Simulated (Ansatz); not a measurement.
## What strain does to ZnS (wurtzite)

ZnS (wurtzite), relaxed with r2SCAN in the PAW code Ansatz. Space group P6_3mc (No. 186), hexagonal; a = 3.805 Å, c = 6.244 Å in the conventional setting, 19.58 Å³ an atom. Around Zn lie 4 S at 2.33–2.34 Å; around S lie 4 Zn at 2.33–2.34 Å.

The axes x, y and z are those of this cell:
```
Zn S
1.0
     3.80545    0.00000    0.00000
    -1.90273    3.29562    0.00000
     0.00000    0.00000    6.24399
Zn S
2 2
Direct
  0.33333 0.66667 0.00034
  0.66667 0.33333 0.50034
  0.33333 0.66667 0.37466
  0.66667 0.33333 0.87466
```

Unstrained: The PBE gap is direct at Γ: 2.213 eV. The r2SCAN gap is direct at Γ: 2.781 eV. With HSE06 the gap is 3.444 eV and direct, at Γ. Meshes: PBE 12×12×4, r2SCAN 12×12×4, HSE06 6×6×4. Strains are changes of length per length. After each strain the atoms were relaxed again with r2SCAN within the symmetry that the strain leaves, so tilts or polar shifts that break it weren't tested; points keep the names that they have in the unstrained zone. No spin polarisation and no zero-point or thermal motion.

Changes of the least gap in eV (an overlap counts as a negative gap):
```tsv
strain	volume change (%)	space group	PBE	r2SCAN	HSE06	energy rise, r2SCAN (meV/atom)
uniaxial -0.5 % along x	-0.5	Cmc2_1	+0.004	+0.004	+0.004	0.2
epitaxial -1.0 % in the xy plane, free normal strain +0.63 %	-1.4	P6_3mc	+0.007	+0.006	+0.007	2.0
uniaxial +5.0 % along z	+5.0	P6_3mc	-0.383	-0.412	-0.419	21.5
```

Uniaxial -0.5 % along x, other directions held. HSE06: the gap goes from 3.444 to 3.448 eV (+0.004 eV); with r2SCAN the top three valence levels at Γ, grouped 2+1 from the top over 85 meV, become 1+1+1 over 111 meV. Stress change with r2SCAN, compression positive: xx +0.64, yy +0.29, zz +0.24 GPa.

Epitaxial -1.0 % in the xy plane, free normal strain +0.63 %. HSE06: the gap goes from 3.444 to 3.451 eV (+0.007 eV); with r2SCAN the top three valence levels at Γ, grouped 2+1 from the top over 85 meV, become 2+1 over 178 meV. Stress change with r2SCAN, compression positive: xx +1.62, yy +1.62, zz -0.02 GPa.

Uniaxial +5.0 % along z, other directions held. HSE06: the gap goes from 3.444 to 3.025 eV (-0.419 eV). Stress change with r2SCAN, compression positive: xx -1.79, yy -1.79, zz -6.83 GPa.

The meshes of the hybrids are coarse, so their gaps aren't converged to the digits shown.

The splittings at Γ are without spin-orbit coupling, which regroups them where it is of like size or larger.
